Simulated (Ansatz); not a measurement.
# CdS: which structure wins at one pressure

Which of rocksalt, CsCl, zincblende, wurtzite, NiAs has the lowest enthalpy for CdS at one common pressure? The runs shown use PAW.

Computed with Ansatz 0.2.0 (DFT, PBE, PAW with Ansatz's default frozen-core files, scalar-relativistic, unless a step's input says otherwise).

### 1 Starting point

The structure is cubic, space group Fm-3m (No. 225). The conventional cell has a = 5.046 Å, b = 5.046 Å, c = 5.046 Å, α = 90.00°, β = 90.00°, γ = 90.00°. Cd (site symmetry m-3m) is surrounded by 6 S at 2.52 Å. Around S (site symmetry m-3m) lie 6 Cd at 2.52 Å.

Coordinates:

```xyz
2
Lattice="0.0000 2.5228 2.5228 2.5228 0.0000 2.5228 2.5228 2.5228 0.0000" Properties=species:S:1:pos:R:3 pbc="T T T"
Cd    0.0000    0.0000    0.0000
S     2.5228    2.5228    2.5228
```

Atoms are numbered in the order of the input: Cd1, S2.

### 2 Cell relaxed at zero pressure, PAW

The input, input.yaml:

```yaml
crystal:
  lattice:
    - [0.0, 2.5228479314, 2.5228479314]
    - [2.5228479314, 0.0, 2.5228479314]
    - [2.5228479314, 2.5228479314, 0.0]
  atoms:
    - { symbol: Cd, position: [0.0, 0.0, 0.0] }
    - { symbol: S, position: [0.5, 0.5, 0.5] }
kpoints:
  mp_grid: { grid: [14, 14, 14] }
scf:
  occupations: { method: fermi_dirac, width: 0.08 }
hamiltonian:
  xc: pbe
  pseudopotentials: { kind: paw }
output:
  forces: true
  stress: true
  write_density: true
  write_potential: true
  elf: true
  volumetric_format: npy
relax:
  f_tol: 0.005
  max_steps: 40
  cell: {}
```

Started as:

```
$ ansatz run input.yaml --threads 1 --pin off --max-ram 3584MiB --backend cpu --events-out ev --progress --plain --runs-dir out
```

The runs that follow: Volume scaled by 0.78, to set the pressure, PAW; Rocksalt relaxed under pressure, PAW; CsCl relaxed under pressure, PAW; Zincblende relaxed under pressure, PAW; Wurtzite relaxed under pressure, PAW; NiAs relaxed under pressure, PAW.

Q: Predict the outcome of this session. Wanted: pressure; lowest.

**Answer**, as computed:

```
    quantity                               value
    pressure                              32 GPa
lowest (PAW)  rocksalt, 91.7 meV/atom under NiAs
```

What this shows: By PAW the order is rocksalt < NiAs < CsCl < wurtzite < zincblende. Only these structures were tried, with electrons smeared by 0.08 eV and without vibrations, so the true ground state may be another. The k meshes differ between phases and weren't tested, which can move differences by some meV.
